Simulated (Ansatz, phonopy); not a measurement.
# How BeS (F-43m) expands on warming

Aim: the lattice, expansion, heat capacity and bulk modulus of BeS as it warms.

Experimental results on record:
- heat capacity C_P per formula unit 34.2 J/mol/K and bulk modulus 105 GPa near room temperature (given in “High-Throughput Prediction of Finite-Temperature Properties using the Quasi-Harmonic Approximation”, 2016, arXiv:1603.06924)

Program: Ansatz 0.2.0. Level of theory: DFT LDA, scalar-relativistic, plane waves, PAW. Results are calculated unless marked as measured.

Report form: the programs' logs are mostly left out.

The database entry behind the starting cell differs from later determinations by our own check (0.1 to 0.3 % short, probably kX units), so it need not match the best structure at ambient conditions.

### Step 1. The structure

Symmetry: F-43m, No. 216, cubic system. The conventional cell has a = 4.850 Å, b = 4.850 Å, c = 4.850 Å, α = 90.00°, β = 90.00°, γ = 90.00°. Nearest to Be lie 4 S at 2.10 Å. S has 4 Be at 2.10 Å nearest. Farther neighbours and most contacts between anions are not listed.

### Step 2. A first coarse run

Before spending time, one coarse run tells the gap and the pressure of the starting cell.

The input, input.yaml:

```yaml
crystal:
  lattice:
    - [0.0, 2.425, 2.425]
    - [2.425, 0.0, 2.425]
    - [2.425, 2.425, 0.0]
  atoms:
    - { symbol: Be, position: [0.0, 0.0, 0.0] }
    - { symbol: S, position: [0.25, 0.25, 0.25] }
kpoints:
  mp_grid: { grid: [6, 6, 6] }
hamiltonian:
  xc: lda
scf:
  occupations: { method: gaussian, width: 0.1 }
output:
  forces: true
  stress: true
  eigenvalues: true
```

The run is started by

```
ansatz run input.yaml --threads 4 --pin off --max-ram 16384MiB --backend cpu --events-out ev --progress --plain --runs-dir out
```

Wall time 0.22 s (4 threads of Intel Xeon Platinum 8375C at 2.90GHz (Ice Lake), shared host); peak memory 0.32 GiB.

A gap read on the k-mesh alone can miss the band edges.

This step gave:

```
pressure          : -3.162 GPa
gap on the k-mesh : 2.896 eV
volume per atom   : 14.26 Å³
```

The start is under -3.2 GPa at this level and looks like an insulator or semiconductor on this mesh.

### Step 3. Finding the static equilibrium

The vibrations must be taken about the equilibrium of this functional, not about the starting cell, so the structure is relaxed.

input.yaml, the sections that differ from step 2:

```yaml
kpoints:
  mp_grid: { grid: [8, 8, 8] }
scf:
  occupations: { method: gaussian, width: 0.02 }
relax:
  adjacent_minimum: "off"
  f_tol: 0.005
  max_steps: 80
  cell: { stress_tol: 0.05 }
# crystal, hamiltonian, output: as in step 2
```

Elapsed: 1.2 s, on 4 threads; peak memory 0.36 GiB.

Relaxation path:

```
step  energy less that of the first step (eV)  largest force component (eV/Å)  pressure (GPa)  volume (Å³)
   1                                   0.0000                          0.0000           -3.20        28.52
   2                                  -0.0079                          0.0000           -1.40        27.98
   3                                  -0.0097                          0.0000            0.07        27.57
   4                                  -0.0097                          0.0000            0.00        27.59
  5*                                  -0.0096                          0.0000            0.00        27.59
```

Relaxation steps marked * repeat the geometry before them on a plane-wave basis chosen anew for their cell, so energy and pressure can jump there.

Forces are held to the 24 operations that the run works with; a distortion that breaks them can't arise in this run.

```
conventional cell, symmetrised  before  after  change
                         a (Å)   4.850  4.796  -1.1 %
                         b (Å)   4.850  4.796  -1.1 %
                         c (Å)   4.850  4.796  -1.1 %
              volume (Å³/atom)   14.26  13.79  -3.3 %
```

Final coordinates:

```cif
data_structure
_symmetry_space_group_name_H-M 'P 1'
_symmetry_Int_Tables_number 1
_cell_length_a 3.3916
_cell_length_b 3.3916
_cell_length_c 3.3916
_cell_angle_alpha 60.000
_cell_angle_beta 60.000
_cell_angle_gamma 60.000
_cell_volume 27.59
loop_
_atom_site_label
_atom_site_type_symbol
_atom_site_fract_x
_atom_site_fract_y
_atom_site_fract_z
_atom_site_occupancy
Be1 Be 0.00000 0.00000 0.00000 1
S2 S 0.25000 0.25000 0.25000 1
```

Numbers from this step:

```
pressure          : -0.003350 GPa
gap on the k-mesh : 2.825 eV
volume per atom   : 13.79 Å³
```

The relaxation ends with a pressure of 0.00 GPa.

### Step 4. Tight relaxation

The relaxation is repeated with tighter thresholds on force and stress, since phonons are sensitive to what is left; a change of mesh or smearing in the input moves the cell too.

input.yaml, the sections that differ from step 3:

```yaml
crystal:
  lattice:
    - [0.0, 2.3982014681, 2.3982014681]
    - [2.3982014681, 0.0, 2.3982014681]
    - [2.3982014681, 2.3982014681, 0.0]
  atoms:
    - { symbol: Be, position: [0.0, 0.0, 0.0] }
    - { symbol: S, position: [0.25, 0.25, 0.25] }
scf:
  occupations: { method: fixed }
relax:
  adjacent_minimum: "off"
  f_tol: 0.001
  max_steps: 60
  cell: { stress_tol: 0.01 }
# kpoints, hamiltonian, output: as in step 3
```

Run time: 0.51 s. Hardware: 4 threads; peak memory 0.35 GiB; 1.5 s of CPU time.

Little changed from the start: no atom moved by 0.005 Å and no cell edge by 0.1 %.

This step gave:

```yaml
pressure: -0.003347 GPa
```

The residual pressure is -0.0033 GPa, small enough for phonons.

### Step 5. The quasi-harmonic study, cutoff 487.2 eV, k-mesh 8×8×8

Thermal expansion follows from how the free energy of the vibrations (and of the electrons in a metal) changes with strain, so the program makes strained cells, their phonons and a fit in one run.

input.yaml, the sections that differ from step 4:

```yaml
output:
  eigenvalues: true
phonons:
  method: dfpt
  qmesh: [2, 2, 2]
  temperatures: { t_max: 800.0, t_step: 50 }
  thermal_expansion: {}
# crystal, kpoints, hamiltonian, scf: as in step 4
# relax: removed
```

The job ended after 29 s (4 threads; peak memory 0.57 GiB).

Numbers from this step:

- pressure: -0.004885 GPa
- gap on the k-mesh: 2.824 eV
- volume expansion coefficient at 298 K: 15.70 1e-6/K
- C_P at 298 K: 17.84 J/mol-atom/K
- entropy at 298 K: 15.21 J/mol-atom/K
- isothermal bulk modulus at 298 K: 98.25 GPa
- Grüneisen parameter at 298 K: 0.7289
- volume at 298 K: 13.96 Å³/atom
- principal linear expansion coefficients at 298 K: 5.232, 5.232, 5.232 1e-6/K

Strained cells of the study; zero-point energy where phonons were solved; the pressures are stresses at a fixed cutoff and can carry an offset from the finite basis. Expansion cells, by row:

```
cell  |a| (Å)  |b| (Å)  |c| (Å)  V (Å³/atom)  E - E_lowest (meV/atom)  pressure, compression positive (GPa)  gap (eV)  zero-point energy (meV/atom)
   1    3.392    3.392    3.392        13.79                        0                                -0.015     2.824                             -
   2    3.419    3.419    3.419        14.13                    2.486                                -2.348     2.878                             -
   3    3.365    3.365    3.365        13.47                    2.537                                 2.539     2.769                             -
   4    3.392    3.392    3.392        13.79                        0                                -0.027     2.825                         77.55
   5    3.409    3.409    3.409           14                    0.998                                -1.512     2.858                         76.23
   6    3.404    3.404    3.404        13.94                      0.5                                -1.082     2.848                         76.62
   7    3.416    3.416    3.416        14.09                    1.957                                -2.094     2.872                         75.69
   8    3.428    3.428    3.428        14.24                    4.356                                -3.067     2.894                         74.76
   9    3.358    3.358    3.358        13.39                    3.962                                 3.205     2.754                             -
  10    3.375    3.375    3.375        13.59                     0.97                                 1.544      2.79                             -
  11    3.446    3.446    3.446        14.46                    9.677                                -4.452     2.928                             -
```

Quasi-harmonic; a, b, c are the run's own cell vectors. Expansion, by row:

```
T (K)  a (Å)  b (Å)  c (Å)  alpha (deg)  beta (deg)  gamma (deg)  cell volume (Å³/cell)  alpha_a (1e-6/K)  alpha_b (1e-6/K)  alpha_c (1e-6/K)  alpha_V (1e-6/K)  C_P (J/mol-atom/K)  C_V (J/mol-atom/K)  S (J/mol-atom/K)  B_T (GPa)  B_S (GPa)  Grueneisen  extrapolation  fit error (1e-6/K)
    0  3.403  3.403  3.403           60          60           60                  27.87                 0                 0                 0                 0                   0                   0                 0       99.7       99.7           -              0                   0
   50  3.403  3.403  3.403           60          60           60                  27.87             -0.01             -0.01             -0.01             -0.04               1.366               1.366             0.446       99.7       99.7      -0.023              0                   0
  100  3.403  3.403  3.403           60          60           60                  27.87              0.39              0.39              0.39              1.17                5.62                5.62             2.674      99.64      99.64       0.174              0                   0
  150  3.403  3.403  3.403           60          60           60                  27.87              1.55              1.55              1.55              4.66               9.656               9.653              5.73      99.45      99.48       0.402              0                   0
  200  3.404  3.404  3.404           60          60           60                  27.88              2.98              2.98              2.98              8.94               13.13               13.12                 9      99.13      99.23       0.567              0                0.01
  250  3.404  3.404  3.404           60          60           60                  27.89              4.25              4.25              4.25             12.76               15.86               15.83             12.24      98.71      98.92       0.668              0                0.01
298.1  3.405  3.405  3.405           60          60           60                  27.91              5.23              5.23              5.23              15.7               17.84               17.78             15.21      98.25      98.59       0.729              0                0.01
  300  3.405  3.405  3.405           60          60           60                  27.91              5.26              5.26              5.26             15.79               17.91               17.85             15.32      98.24      98.58       0.731              0                0.01
  350  3.406  3.406  3.406           60          60           60                  27.94              6.04              6.04              6.04             18.13               19.42               19.33              18.2      97.72       98.2       0.771              0                0.01
  400  3.407  3.407  3.407           60          60           60                  27.97              6.65              6.65              6.65             19.94               20.56               20.43             20.87      97.19      97.81       0.799              0                0.01
  450  3.408  3.408  3.408           60          60           60                  27.99              7.12              7.12              7.12             21.35               21.42               21.25             23.34      96.64       97.4       0.819              0                0.01
  500  3.409  3.409  3.409           60          60           60                  28.02               7.5               7.5               7.5             22.49               22.08               21.88             25.64      96.08      96.98       0.833              0                0.01
  550  3.411  3.411  3.411           60          60           60                  28.06              7.81              7.81              7.81             23.42               22.61               22.37             27.77      95.51      96.55       0.845              0                0.01
  600  3.412  3.412  3.412           60          60           60                  28.09              8.07              8.07              8.07              24.2               23.03               22.75             29.75      94.94      96.12       0.854              0                0.01
  650  3.414  3.414  3.414           60          60           60                  28.12              8.29              8.29              8.29             24.87               23.38               23.06             31.61      94.36      95.68       0.862              0                0.01
  700  3.415  3.415  3.415           60          60           60                  28.16              8.48              8.48              8.48             25.45               23.67               23.31             33.35      93.78      95.23       0.868              0                0.01
  750  3.416  3.416  3.416           60          60           60                   28.2              8.66              8.66              8.66             25.97               23.91               23.51             34.99       93.2      94.78       0.874              0                0.02
  800  3.418  3.418  3.418           60          60           60                  28.23              8.81              8.81              8.81             26.44               24.12               23.68             36.55      92.61      94.33       0.879              0                0.03
```

Expansion coefficient against temperature; values in 1e-6/K:

```
temperature (K)  volume  principal 1
              0       0            0
             50   -0.04        -0.01
            100    1.17         0.39
            150    4.66         1.55
            200    8.94         2.98
            250    12.8         4.25
            298    15.7         5.23
            300    15.8         5.26
            350    18.1         6.04
            400    19.9         6.65
            450    21.4         7.12
            500    22.5          7.5
            550    23.4         7.81
            600    24.2         8.07
            650    24.9         8.29
            700    25.4         8.48
            750    26.0         8.66
            800    26.4         8.81
```

At 298 K the volume expansion is 15.7 × 10⁻⁶/K and B_T is 98.3 GPa. The log warns that this q-mesh is too narrow, so the figure can be far off. The program raised the cutoff to 487.2 eV by itself: with no cutoff typed, the study takes about 1.16 times the default for its relaxations and scales it with the volume for the phonons.

### Step 6. Free-energy fit

This step: DFT LDA, scalar-relativistic, plane waves, PAW (phonopy 4.10.0).

Numbers from this step:

```
volume expansion coefficient at 300 K : 15.7 1e-6/K
isothermal bulk modulus at 300 K      : 98.07 GPa
C_P at 300 K                          : 17.90 J/mol-atom/K
Grüneisen parameter at 300 K          : 0.725
```

The energy (each curve on its own zero) by volume; values in meV/atom:

```
volume (Å³/atom)  static  F at 0 K  F at 300 K  F at 800 K
          13.795       0      1.38        1.62        3.08
          13.941     0.5      0.95        1.03        1.52
          14.003       1      1.06        1.07        1.15
          14.088    1.96      1.48         1.4        0.89
          14.238    4.36      2.95         2.7        1.17
```

Phonopy-qha, vinet fit of F(V) at each temperature. Qha vinet, by row:

```
T (K)  fitted volume (Å³/atom)  alpha_V (1e-6/K)  B_T (GPa)  C_P (J/mol-atom/K)  Grueneisen
  100                    13.93              1.57       99.4               5.456      0.2333
  150                    13.94               4.8      99.22               9.574      0.4138
  200                    13.94              8.88      98.91               13.07       0.562
  250                    13.95             12.65      98.52               15.83      0.6614
  300                    13.96              15.7      98.07                17.9      0.7254
  350                    13.97             18.07       97.6               19.43      0.7675
  400                    13.98             19.89      97.11               20.57      0.7963
  450                       14             21.32       96.6               21.43      0.8169
  500                    14.01             22.46      96.09                22.1      0.8322
  550                    14.03             23.38      95.57               22.62      0.8441
  600                    14.05             24.16      95.05               23.05      0.8536
  650                    14.06             24.81      94.52               23.39      0.8614
  700                    14.08             25.38      93.99               23.68      0.8681
```

Volume expansion coefficient against temperature; values in 1e-6/K:

```
temperature (K)  phonopy-qha, Vinet  Ansatz's own study
            100                1.57                1.17
            150                 4.8                4.66
            200                8.88                8.94
            250                12.7                12.8
            300                15.7                15.8
            350                18.1                18.1
            400                19.9                19.9
            450                21.3                21.4
            500                22.5                22.5
            550                23.4                23.4
            600                24.2                24.2
            650                24.8                24.9
            700                25.4                25.4
```

The fit gives a volume expansion of 15.7 × 10⁻⁶/K at 300 K, against 15.7 at 298 K from the study itself, whose static fit uses more cells.

[end of part 1 of 3]

[Logs are printed without paths, hosts, clocks, repeated set-up lines and the standing remarks that a program may print on its own settings, such as how far it seeks lower states.]

[Hosts, paths, dates, database ids (printed as entryN), source tags and the programs' standing remarks are cut or masked in the printed files.]

[A step with changed settings may run another functional than the one named; its input shows which.]
